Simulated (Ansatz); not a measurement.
**GaN (Fm-3m): bands and what follows from them**

What do the bands of GaN (Fm-3m) imply? The runs give effective masses and transport coefficients.

Program: Ansatz 0.2.0. Level of theory: DFT r²SCAN, scalar-relativistic, plane waves, PAW. These are calculated values, not measurements.

2 further runs of the same task are left out: 2 set aside as unsound or not needed.

## 1. The system as given

Symmetry: Fm-3m, No. 225, cubic system. The conventional cell has a = 3.985 Å, b = 3.985 Å, c = 3.985 Å, α = 90.00°, β = 90.00°, γ = 90.00°. Ga (site symmetry m-3m) has 6 N at 1.99 Å as nearest neighbours. Around N (site symmetry m-3m) lie 6 Ga at 1.99 Å.

As a file:

```cif
data_structure
_symmetry_space_group_name_H-M 'Fm-3m'
_symmetry_Int_Tables_number 225
_cell_length_a 3.9850
_cell_length_b 3.9850
_cell_length_c 3.9850
_cell_angle_alpha 90.000
_cell_angle_beta 90.000
_cell_angle_gamma 90.000
_cell_volume 63.28
loop_
_atom_site_label
_atom_site_type_symbol
_atom_site_symmetry_multiplicity
_atom_site_Wyckoff_symbol
_atom_site_fract_x
_atom_site_fract_y
_atom_site_fract_z
_atom_site_occupancy
Ga1 Ga 4 b 0.50000 0.00000 0.00000 1
N1 N 4 a 0.00000 0.00000 0.00000 1
```

The cell is the deposited one, not relaxed. An earlier run on this cell at r²SCAN gave 60.45 GPa at 7.910 Å³/atom (14×14×14 mesh), gap on the mesh 2.41 eV. The cell is compressed at this level.

## 2. Bands on a fine mesh

File input.yaml:

```yaml
crystal:
  lattice:
    - [0.0, 1.9925010849, 1.9925010849]
    - [1.9925010849, 0.0, 1.9925010849]
    - [1.9925010849, 1.9925010849, 0.0]
  atoms:
    - { symbol: Ga, position: [0.5, 0.5, 0.5] }
    - { symbol: "N", position: [0.0, 0.0, 0.0] }
basis:
  ecutwfc: 500
  ecutrho_ratio: 4
kpoints:
  mp_grid: { grid: [14, 14, 14] }
hamiltonian:
  xc: r2scan
scf:
  occupations: { method: gaussian, width: 0.05 }
output:
  forces: true
  stress: true
  eigenvalues: true
  eigenstates:
    nscf_kmesh: { grid: [26, 26, 26] }
    de_dk: true
    e_range: [-2.5, 4.91153345461]
  write_density: true
  write_potential: true
  elf: true
  volumetric_format: npy
```

Launch:

```
$ ansatz run input.yaml --threads 4 --pin off --max-ram 9216MiB --backend cpu --events-out ev --progress --plain --runs-dir out
```

The log of the run (excerpt; [...] marks lines left out):

```text
Warning: RAYON_NUM_THREADS=4 ignored (pool sized by the plan → 4); use --threads N
[...]
Pseudopotentials: kind: paw
Pseudopotential: Ga, paw, valence charge 13, recommended cutoff 500 eV (meta_gga), Ga.paw.azcp
Pseudopotential: N, paw, valence charge 5, recommended cutoff 500 eV (meta_gga), N.paw.azcp
Functional definition: r2SCAN
[...]
Crystal: 2 atoms, lattice volume = 15.821 Å³
Basis set: ecut = 500 eV, 411 PW (Γ), exchange–correlation on 96×96×96 points (64 copies of the dense FFT grid, shifted against one another)
Bands: 13, of which v1, the nominal top of the filled ones, is band 9 counted from 1 (8 counted from 0)
Symmetry: 48 space group operations
Space group: Fm-3m (ITA 225), of the structure as read, at distance tolerance 2.5e-5 Å
k-points: 104 of 2744
[...]
SCF iter   1: F=—  HF=-4174.876149 eV  |F-HF|=—  |Δ(HF+E_count)|=         —  Δρ=1.54e-2  dr2=1.19e-2  dr2_τ=1.61e-1  ethr=1.77e-3  ⟨swp⟩=4.6  Hψ=6940  notcnv=0
[...]
SCF iter  10: F=-4174.964168 eV  HF=-4174.964168 eV  |F-HF|=0.00e0  |Δ(HF+E_count)|=  5.09e-11  Δρ=6.96e-8  dr2=7.43e-13  dr2_τ=1.22e-14  ethr=1.00e-12  ⟨swp⟩=4.0  Hψ=6110  notcnv=0
[...]
NSCF: frozen V_eff on 511 k-points
SCF converged after 10 iterations
Free energy (F): -4174.964168 eV
[...]
E sigma→0 (E₀):  -4174.964168 eV
Fermi energy:    17.541877 eV
[...]
--- Forces (eV/Å), atoms counted from 1 ---
  atom   1  Ga     0.00000000    -0.00000000     0.00000000
  atom   2  N     -0.00000000     0.00000000     0.00000000
[...]
--- Stress (GPa, compression-positive) ---
       60.453083      -0.000000       0.000000
       -0.000000      60.453083       0.000000
        0.000000       0.000000      60.453083
  P = ⅓ Tr σ = 60.4531 GPa (604.531 kbar)
--- Band table (eV; the first three rows and the last of 104) ---
  k-point 0: bands = ["-3.6730", "1.8328", "1.8328", "1.8328", "1.9572", "1.9572", "15.5765", "15.5765", "15.5765", "21.4246", "32.7577", "32.7577", "32.7577"]
[...]
--- Fermi surface from the table of eigenstates not read: on its mesh, or on one of the eight of every second point, the electrons fill whole bands (an insulator's do; a metal wants a denser output.eigenstates.nscf_kmesh) ---
```

Wall time 6.5 s (4 threads of Intel Xeon at 2.50GHz (Skylake/Cascade Lake), shared host); peak memory 0.46 GiB.

Read off: volume 7.910 Å³/atom, pressure 60.45 GPa, mesh gap 2.41 eV.

The maps below are laid out on this run's own conventional cell (a, b, c = 3.985, 3.985, 3.985 Å).

Density in a lattice plane of the grid's cell (edges 3.99 and 3.99 Å, at 0.000 of the third edge), which holds Ga and N.

Values in e/Å³, 12 rows by 12 columns:
```
 3.30  2.51  1.11  0.56  0.96  6.05 16.95  6.04  0.97  0.56  1.11  2.51
 1.51  1.11  0.57  0.34  0.42  0.96  1.66  0.97  0.43  0.34  0.58  1.11
 0.70  0.56  0.34  0.24  0.34  0.56  0.70  0.56  0.34  0.25  0.34  0.56
 1.66  0.96  0.42  0.34  0.57  1.11  1.51  1.11  0.58  0.34  0.43  0.97
16.95  6.05  0.96  0.56  1.11  2.51  3.30  2.51  1.11  0.56  0.97  6.04
43.66 16.95  1.66  0.70  1.51  3.30  3.51  3.30  1.51  0.70  1.66 16.95
16.95  6.04  0.97  0.56  1.11  2.51  3.30  2.51  1.11  0.56  0.96  6.05
 1.66  0.97  0.43  0.34  0.58  1.11  1.51  1.11  0.57  0.34  0.42  0.96
 0.70  0.56  0.34  0.25  0.34  0.56  0.70  0.56  0.34  0.24  0.34  0.56
 1.51  1.11  0.58  0.34  0.43  0.97  1.66  0.96  0.42  0.34  0.57  1.11
 3.30  2.51  1.11  0.56  0.97  6.04 16.95  6.05  0.96  0.56  1.11  2.51
 3.51  3.30  1.51  0.70  1.66 16.95 43.66 16.95  1.66  0.70  1.51  3.30
```
Columns run along the first of these edges and rows up along the second, over one cell in 12 and 12 even steps from the bottom left corner. Atoms in the plane (fractional): Ga at (0.00, 0.50), Ga at (0.50, 0.00), N at (0.00, 0.00), N at (0.50, 0.50).

ELF in the same plane.

Ten even steps from '0' (0.00) to '9' (0.81):
```
237998421100000012489973
789997422110000122479998
999985321211111212358999
888753211222222211235788
554432123445554432123445
222211235788888753211222
111212358999999985321211
001122479998789997422100
000112489973237998421000
200012589961016998521000
000012489973237998421100
000122479998789997422110
111212358999999985321211
222211235788888753211222
554432123445554432123445
888753211222222211235788
999985321211111212358999
789997422100001122479998
237998421000000112489973
016998521000200012589961
```
Columns run along the first of these edges and rows up along the second, over one cell in 24 and 20 even steps from the bottom left corner. Atoms in the plane (fractional): Ga at (0.00, 0.50), Ga at (0.50, 0.00), N at (0.00, 0.00), N at (0.50, 0.50).

Both are smooth fields of the valence electrons: close to the nuclei they are not physical.

Maxima of ELF outside the ion cores: 0.81 in the shell around N, 0.7 Å from N.

## 3. Levels about the band edges

File input.yaml:

```yaml
crystal:
  lattice:
    - [0.0, 1.9925010849, 1.9925010849]
    - [1.9925010849, 0.0, 1.9925010849]
    - [1.9925010849, 1.9925010849, 0.0]
  atoms:
    - { symbol: Ga, position: [0.5, 0.5, 0.5] }
    - { symbol: "N", position: [0.0, 0.0, 0.0] }
basis:
  ecutwfc: 500
  ecutrho_ratio: 4
kpoints:
  mp_grid: { grid: [14, 14, 14] }
hamiltonian:
  xc: r2scan
scf:
  occupations: { method: gaussian, width: 0.05 }
output:
  forces: true
  stress: true
  eigenvalues: true
  eigenstates:
    kpoints:
      - [0.0, 0.153846154, -0.192307692]
      - [0.0, 0.157651551, -0.188502296]
      - [0.0, 0.150040757, -0.196113089]
      - [0.003805397, 0.153846154, -0.188502296]
      - [-0.003805397, 0.153846154, -0.196113089]
      - [0.003805397, 0.157651551, -0.192307692]
      - [-0.003805397, 0.150040757, -0.192307692]
      - [0.002690822, 0.156536976, -0.186926049]
      - [-0.002690822, 0.151155332, -0.197689336]
      - [0.002690822, 0.159227798, -0.18961687]
      - [-0.002690822, 0.14846451, -0.194998514]
      - [0.005381644, 0.156536976, -0.18961687]
      - [-0.005381644, 0.151155332, -0.194998514]
      - [0.004394094, 0.158240248, -0.187913599]
      - [-0.004394094, 0.14945206, -0.196701786]
      - [0.0, -0.5, -0.5]
      - [0.0, -0.496194603, -0.496194603]
      - [0.0, -0.503805397, -0.503805397]
      - [0.003805397, -0.5, -0.496194603]
      - [-0.003805397, -0.5, -0.503805397]
      - [0.003805397, -0.496194603, -0.5]
      - [-0.003805397, -0.503805397, -0.5]
      - [0.002690822, -0.497309178, -0.494618356]
      - [-0.002690822, -0.502690822, -0.505381644]
      - [0.002690822, -0.494618356, -0.497309178]
      - [-0.002690822, -0.505381644, -0.502690822]
      - [0.005381644, -0.497309178, -0.497309178]
      - [-0.005381644, -0.502690822, -0.502690822]
      - [0.004394094, -0.495605906, -0.495605906]
      - [-0.004394094, -0.504394094, -0.504394094]
    de_dk: true
    e_range: [-1.804211570292, 1.804652540714]
```

Launch:

```
$ ansatz run input.yaml --threads 4 --pin off --max-ram 9216MiB --backend cpu --events-out ev --progress --plain --runs-dir out
```

The log of the run (excerpt; [...] marks lines left out):

```text
Warning: RAYON_NUM_THREADS=4 ignored (pool sized by the plan → 4); use --threads N
[...]
Pseudopotentials: kind: paw
Pseudopotential: Ga, paw, valence charge 13, recommended cutoff 500 eV (meta_gga), Ga.paw.azcp
Pseudopotential: N, paw, valence charge 5, recommended cutoff 500 eV (meta_gga), N.paw.azcp
Functional definition: r2SCAN
[...]
Crystal: 2 atoms, lattice volume = 15.821 Å³
Basis set: ecut = 500 eV, 411 PW (Γ), exchange–correlation on 96×96×96 points (64 copies of the dense FFT grid, shifted against one another)
Bands: 13, of which v1, the nominal top of the filled ones, is band 9 counted from 1 (8 counted from 0)
Symmetry: 48 space group operations
Space group: Fm-3m (ITA 225), of the structure as read, at distance tolerance 2.5e-5 Å
k-points: 104 of 2744
[...]
SCF iter   1: F=—  HF=-4174.876149 eV  |F-HF|=—  |Δ(HF+E_count)|=         —  Δρ=1.54e-2  dr2=1.19e-2  dr2_τ=1.61e-1  ethr=1.77e-3  ⟨swp⟩=4.6  Hψ=6940  notcnv=0
[...]
SCF iter  10: F=-4174.964168 eV  HF=-4174.964168 eV  |F-HF|=0.00e0  |Δ(HF+E_count)|=  5.09e-11  Δρ=6.96e-8  dr2=7.43e-13  dr2_τ=1.22e-14  ethr=1.00e-12  ⟨swp⟩=4.0  Hψ=6110  notcnv=0
[...]
NSCF: frozen V_eff on 30 k-points
SCF converged after 10 iterations
Free energy (F): -4174.964168 eV
[...]
E sigma→0 (E₀):  -4174.964168 eV
Fermi energy:    17.541877 eV
[...]
--- Forces (eV/Å), atoms counted from 1 ---
  atom   1  Ga     0.00000000    -0.00000000     0.00000000
  atom   2  N     -0.00000000     0.00000000     0.00000000
[...]
--- Stress (GPa, compression-positive) ---
       60.453083      -0.000000       0.000000
       -0.000000      60.453083       0.000000
        0.000000       0.000000      60.453083
  P = ⅓ Tr σ = 60.4531 GPa (604.531 kbar)
--- Band table (eV; the first three rows and the last of 104) ---
  k-point 0: bands = ["-3.6730", "1.8328", "1.8328", "1.8328", "1.9572", "1.9572", "15.5765", "15.5765", "15.5765", "21.4246", "32.7577", "32.7577", "32.7577"]
[...]
```

Wall time 3.8 s (4 threads of Intel Xeon at 2.50GHz (Skylake/Cascade Lake), shared host); peak memory 0.4 GiB.

Result: volume 7.910 Å³/atom, pressure 60.45 GPa, mesh gap 2.41 eV.

## 4. Levels about the band edges

Changes to input.yaml since step 3:

```diff
@@ -23,17 +23,17 @@
     kpoints:
-      - [0.0, 0.153846154, -0.192307692]
-      - [0.0, 0.157651551, -0.188502296]
-      - [0.0, 0.150040757, -0.196113089]
-      - [0.003805397, 0.153846154, -0.188502296]
-      - [-0.003805397, 0.153846154, -0.196113089]
-      - [0.003805397, 0.157651551, -0.192307692]
-      - [-0.003805397, 0.150040757, -0.192307692]
-      - [0.002690822, 0.156536976, -0.186926049]
-      - [-0.002690822, 0.151155332, -0.197689336]
-      - [0.002690822, 0.159227798, -0.18961687]
-      - [-0.002690822, 0.14846451, -0.194998514]
-      - [0.005381644, 0.156536976, -0.18961687]
-      - [-0.005381644, 0.151155332, -0.194998514]
-      - [0.004394094, 0.158240248, -0.187913599]
-      - [-0.004394094, 0.14945206, -0.196701786]
+      - [-9.65e-07, 0.176388984, -0.184454296]
+      - [-9.65e-07, 0.18019438, -0.1806489]
+      - [-9.65e-07, 0.172583587, -0.188259693]
+      - [0.003804432, 0.176388984, -0.1806489]
+      - [-0.003806361, 0.176388984, -0.188259693]
+      - [0.003804432, 0.18019438, -0.184454296]
+      - [-0.003806361, 0.172583587, -0.184454296]
+      - [0.002689857, 0.179079806, -0.179072653]
+      - [-0.002691787, 0.173698162, -0.18983594]
+      - [0.002689857, 0.181770627, -0.181763475]
+      - [-0.002691787, 0.17100734, -0.187145118]
+      - [0.005380679, 0.179079806, -0.181763475]
+      - [-0.005382608, 0.173698162, -0.187145118]
+      - [0.004393129, 0.180783077, -0.180060203]
+      - [-0.004395058, 0.17199489, -0.18884839]
       - [0.0, -0.5, -0.5]
```

Launch:

```
$ ansatz run input.yaml --threads 4 --pin off --max-ram 9216MiB --backend cpu --events-out ev --progress --plain --runs-dir out
```

The log of the run (excerpt; [...] marks lines left out):

```text
Warning: RAYON_NUM_THREADS=4 ignored (pool sized by the plan → 4); use --threads N
[...]
Pseudopotentials: kind: paw
Pseudopotential: Ga, paw, valence charge 13, recommended cutoff 500 eV (meta_gga), Ga.paw.azcp
Pseudopotential: N, paw, valence charge 5, recommended cutoff 500 eV (meta_gga), N.paw.azcp
Functional definition: r2SCAN
[...]
Crystal: 2 atoms, lattice volume = 15.821 Å³
Basis set: ecut = 500 eV, 411 PW (Γ), exchange–correlation on 96×96×96 points (64 copies of the dense FFT grid, shifted against one another)
Bands: 13, of which v1, the nominal top of the filled ones, is band 9 counted from 1 (8 counted from 0)
Symmetry: 48 space group operations
Space group: Fm-3m (ITA 225), of the structure as read, at distance tolerance 2.5e-5 Å
k-points: 104 of 2744
[...]
SCF iter   1: F=—  HF=-4174.876149 eV  |F-HF|=—  |Δ(HF+E_count)|=         —  Δρ=1.54e-2  dr2=1.19e-2  dr2_τ=1.61e-1  ethr=1.77e-3  ⟨swp⟩=4.6  Hψ=6940  notcnv=0
[...]
SCF iter  10: F=-4174.964168 eV  HF=-4174.964168 eV  |F-HF|=0.00e0  |Δ(HF+E_count)|=  5.09e-11  Δρ=6.96e-8  dr2=7.43e-13  dr2_τ=1.22e-14  ethr=1.00e-12  ⟨swp⟩=4.0  Hψ=6110  notcnv=0
[...]
NSCF: frozen V_eff on 30 k-points
SCF converged after 10 iterations
Free energy (F): -4174.964168 eV
[...]
E sigma→0 (E₀):  -4174.964168 eV
Fermi energy:    17.541877 eV
[...]
--- Forces (eV/Å), atoms counted from 1 ---
  atom   1  Ga     0.00000000    -0.00000000     0.00000000
  atom   2  N     -0.00000000     0.00000000     0.00000000
[...]
--- Stress (GPa, compression-positive) ---
       60.453083      -0.000000       0.000000
       -0.000000      60.453083       0.000000
        0.000000       0.000000      60.453083
  P = ⅓ Tr σ = 60.4531 GPa (604.531 kbar)
--- Band table (eV; the first three rows and the last of 104) ---
  k-point 0: bands = ["-3.6730", "1.8328", "1.8328", "1.8328", "1.9572", "1.9572", "15.5765", "15.5765", "15.5765", "21.4246", "32.7577", "32.7577", "32.7577"]
[...]
```

It took 3.5 s on 4 threads of Intel Xeon at 2.50GHz (Skylake/Cascade Lake), shared host; peak memory 0.4 GiB.

Result: volume 7.910 Å³/atom, pressure 60.45 GPa, gap on the mesh 2.41 eV.

## 5. Masses at the band edges

Effective masses from the curvatures, in electron masses (holes for the valence edge):

| edge | band from the edge | degeneracy | x | y | z | [110] | [111] |
| --- | --- | --- | --- | --- | --- | --- | --- |
| valence | 1 | 1 | 5.15 | 0.42 | 0.42 | 0.79 | 0.40 |
| conduction | 1 | 1 | 0.51 | 0.23 | 0.23 | 0.32 | 0.28 |

The edges lie at k = (0.00, 0.18, -0.18) and (0.00, -0.50, -0.50).

[end of part 1 of 2]
